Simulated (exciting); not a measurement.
# ZrN (Fm-3m) in exciting: single point with PBE

Aim: the single point of ZrN with PBE.

All numbers are computed with exciting (release sodium); they aren't measurements. Logs are shortened: lines on timing, memory, paths and dates and some standing lists are left out, and cuts for length are marked.

## Step 1: The crystal as given

Symmetry: Fm-3m, No. 225, cubic system. Conventional cell: a = 4.600 Å, b = 4.600 Å, c = 4.600 Å, α = 90.00°, β = 90.00°, γ = 90.00°. Zr (site symmetry m-3m) has 6 N at 2.30 Å as nearest neighbours. N (site symmetry m-3m) is surrounded by 6 Zr at 2.30 Å.

## Step 2: Single point, PBE

File input.xml:

```xml
<input>
  <title>ZrN</title>
  <structure speciespath="./" tshift="false">
    <crystal scale="1">
      <basevect>0.000000000000 4.346370086639 4.346370086639</basevect>
      <basevect>4.346370086639 0.000000000000 4.346370086639</basevect>
      <basevect>4.346370086639 4.346370086639 0.000000000000</basevect>
    </crystal>
    <species speciesfile="Zr.xml" rmt="2.3">
      <atom coord="0.500000000000 0.500000000000 0.500000000000"/>
    </species>
    <species speciesfile="N.xml" rmt="1.45">
      <atom coord="0.000000000000 0.000000000000 0.000000000000"/>
    </species>
  </structure>
  <groundstate do="fromscratch" ngridk="10 10 10" rgkmax="7.5" gmaxvr="14" lmaxapw="10" lmaxmat="10" lmaxvr="8" xctype="GGA_PBE" stype="Gaussian" swidth="0.00040424" nempty="14" ValenceRelativity="iora*" epsengy="1e-05" epspot="1e-05" maxscl="60" tforce="true" outputlevel="low"/>
</input>
```

Potentials or basis: all-electron LAPW+lo, shipped species files, valence relativity iora*.

Run with:

```console
$ OMP_NUM_THREADS=1 exciting_smp
```

INFO.OUT:

```text
================================================================================
EXCITING SODIUM started
All units are atomic (Hartree, Bohr, etc.)
================================================================================

********************************************************************************
* Ground-state run starting from atomic densities                              *
********************************************************************************

++++++++++++++++++++++++++++++++++++++++++++++++++++++++++++++++++++++++++++++++
+ Starting initialization                                                      +
++++++++++++++++++++++++++++++++++++++++++++++++++++++++++++++++++++++++++++++++

 Lattice vectors (cartesian) :
      0.0000000000      4.3463700866      4.3463700866
      4.3463700866      0.0000000000      4.3463700866
      4.3463700866      4.3463700866      0.0000000000

 Reciprocal lattice vectors (cartesian) :
     -0.7228083644      0.7228083644      0.7228083644
      0.7228083644     -0.7228083644      0.7228083644
      0.7228083644      0.7228083644     -0.7228083644

 Unit cell volume                           :     164.2139715916
 Brillouin zone volume                      :       1.5105305050

 Species :    1 (Zr)
     parameters loaded from                 :    Zr.xml
     name                                   :    zirconium

     atomic positions (lattice) :
       1 :   0.50000000  0.50000000  0.50000000

 Species :    2 (N)
     parameters loaded from                 :    N.xml
     name                                   :    nitrogen

     atomic positions (lattice) :
       1 :   0.00000000  0.00000000  0.00000000

 Total number of atoms per unit cell        :       2

 Spin treatment                             :    spin-unpolarised

 Number of Bravais lattice symmetries       :      48
 Number of crystal symmetries               :      48

 k-point grid                               :      10   10   10
 Total number of k-points                   :      47
 k-point set is reduced with crystal symmetries

 R^MT_min * |G+k|_max (rgkmax)              :       7.50000000

 G-vector grid sizes                        :      30    30    30
 Total number of G-vectors                  :    7631

 Total nuclear charge                       :     -47.00000000
 Total electronic charge                    :      47.00000000

 Number of empty states                     :      14
 Total number of valence states             :      23

 Exchange-correlation type                  :      20
     Perdew-Burke-Ernzerhof, Phys. Rev. Lett. 77, 3865 (1996)
     Generalised gradient approximation (GGA)

 Smearing scheme                            :    Gaussian
 Smearing width                             :       0.00040424

++++++++++++++++++++++++++++++++++++++++++++++++++++++++++++++++++++++++++++++++
+ Ending initialization                                                        +
++++++++++++++++++++++++++++++++++++++++++++++++++++++++++++++++++++++++++++++++

********************************************************************************
* Groundstate module started                                                   *
********************************************************************************
 Output level for this task is set to low

++++++++++++++++++++++++++++++++++++++++++++++++++++++++++++++++++++++++++++++++
+ Self-consistent loop started                                                 +
++++++++++++++++++++++++++++++++++++++++++++++++++++++++++++++++++++++++++++++++
 Density and potential initialised from atomic data

++++++++++++++++++++++++++++++++++++++++++++++++++++++++++++++++++++++++++++++++
+ SCF iteration number :    1                                                  +
++++++++++++++++++++++++++++++++++++++++++++++++++++++++++++++++++++++++++++++++
 Total energy                               :     -3649.95774272
 _______________________________________________________________
 Fermi energy                               :         0.48181578
 DOS at Fermi energy (states/Ha/cell)       :        32.76293275
 Electron charge: Core leakage              :         0.00003223

++++++++++++++++++++++++++++++++++++++++++++++++++++++++++++++++++++++++++++++++
+ SCF iteration number :    2                                                  +
++++++++++++++++++++++++++++++++++++++++++++++++++++++++++++++++++++++++++++++++
 Total energy                               :     -3654.53445387
 _______________________________________________________________
 Fermi energy                               :         0.48547848
 DOS at Fermi energy (states/Ha/cell)       :        73.91431098
 Electron charge: Core leakage              :         0.00003162

 RMS change in effective potential (target) :   3.61288      ( 0.100000E-04)
 Absolute change in total energy   (target) :   4.57671      ( 0.100000E-04)
 Charge distance                   (target) :  0.266280E-01  ( 0.100000E-04)
 Abs. change in max-nonIBS-force   (target) :   0.00000      ( 0.500000E-04)

++++++++++++++++++++++++++++++++++++++++++++++++++++++++++++++++++++++++++++++++
+ SCF iteration number :    3                                                  +
++++++++++++++++++++++++++++++++++++++++++++++++++++++++++++++++++++++++++++++++
 Total energy                               :     -3655.12803940
 _______________________________________________________________
 Fermi energy                               :         0.49058948
 DOS at Fermi energy (states/Ha/cell)       :        71.24511837
 Electron charge: Core leakage              :         0.00003156
[... 169 lines left out ...]
 RMS change in effective potential (target) :  0.540865E-06  ( 0.100000E-04)
 Absolute change in total energy   (target) :  0.379134E-06  ( 0.100000E-04)
 Charge distance                   (target) :  0.154864E-06  ( 0.100000E-04)
 Abs. change in max-nonIBS-force   (target) :   0.00000      ( 0.500000E-04)

++++++++++++++++++++++++++++++++++++++++++++++++++++++++++++++++++++++++++++++++
+ SCF iteration number :   16                                                  +
++++++++++++++++++++++++++++++++++++++++++++++++++++++++++++++++++++++++++++++++
 Total energy                               :     -3654.10471684
 _______________________________________________________________
 Fermi energy                               :         0.50623396
 DOS at Fermi energy (states/Ha/cell)       :        63.97824267
 Electron charge: Core leakage              :         0.00003159

 RMS change in effective potential (target) :  0.236149E-06  ( 0.100000E-04)
 Absolute change in total energy   (target) :  0.968716E-05  ( 0.100000E-04)
 Charge distance                   (target) :  0.172220E-07  ( 0.100000E-04)
 Abs. change in max-nonIBS-force   (target) :   0.00000      ( 0.500000E-04)

++++++++++++++++++++++++++++++++++++++++++++++++++++++++++++++++++++++++++++++++
| Convergency criteria checked for the last 2 iterations                       +
| Convergence targets achieved. Performing final SCF iteration                 +
++++++++++++++++++++++++++++++++++++++++++++++++++++++++++++++++++++++++++++++++
 Total energy                               :     -3654.10471652
 _______________________________________________________________
 Fermi energy                               :         0.50623396
 DOS at Fermi energy (states/Ha/cell)       :        63.97837562
 Electron charge: Core leakage              :         0.00003159

++++++++++++++++++++++++++++++++++++++++++++++++++++++++++++++++++++++++++++++++
+ Self-consistent loop stopped                                                 +
++++++++++++++++++++++++++++++++++++++++++++++++++++++++++++++++++++++++++++++++
 STATE.OUT is written

--------------------------------------------------------------------------------
- Writing atomic positions and forces                                          -
--------------------------------------------------------------------------------

 Atomic positions (lattice) :
 atom     1  Zr  :     0.50000000    0.50000000    0.50000000
 atom     2   N  :     0.00000000    0.00000000    0.00000000

 Total atomic forces including IBS (cartesian) :
 atom     1  Zr  :    -0.00000000    0.00000000    0.00000000
 atom     2   N  :     0.00000000   -0.00000000   -0.00000000

 Atomic force components including IBS (cartesian) :
 atom     1  Zr  :    -0.00000000   -0.00000000   -0.00000000   HF force
                 :     0.00000000   -0.00000000    0.00000000   core correction
                 :     0.00000000   -0.00000000    0.00000000   IBS correction
 atom     2   N  :     0.00000000    0.00000000    0.00000000   HF force
                 :    -0.00000000    0.00000000   -0.00000000   core correction
                 :    -0.00000000    0.00000000   -0.00000000   IBS correction

********************************************************************************
* Groundstate module stopped                                                   *
********************************************************************************

--------------------------------------------------------------------------------
- CAUTION! Warnings have been written in file WARNING.OUT !                    -
--------------------------------------------------------------------------------
================================================================================
| EXCITING SODIUM stopped                                                      =
================================================================================
```

It took 2.4 min on 1 thread of Arm Neoverse V2, shared host; peak memory 0.13 GiB.

Results:

- Free energy: -99433.2550 eV
- Band gap on the k mesh: none (metal or under the smearing width)

## Step 3: The reference run

An earlier run on the cell as given: functional PBE; potentials or basis all-electron LAPW+lo, shipped species files, valence relativity iora*; rgkmax 7.5; k mesh 10 × 10 × 10; occupations fermi-dirac, width 0.05 eV; no spin polarisation.

* Band gap on the k mesh: none (metal or under the smearing width)
* All electrons inside the program's atomic spheres: Zr 37.29; N 5.45 (radii Zr 2.3, N 1.45 bohr)
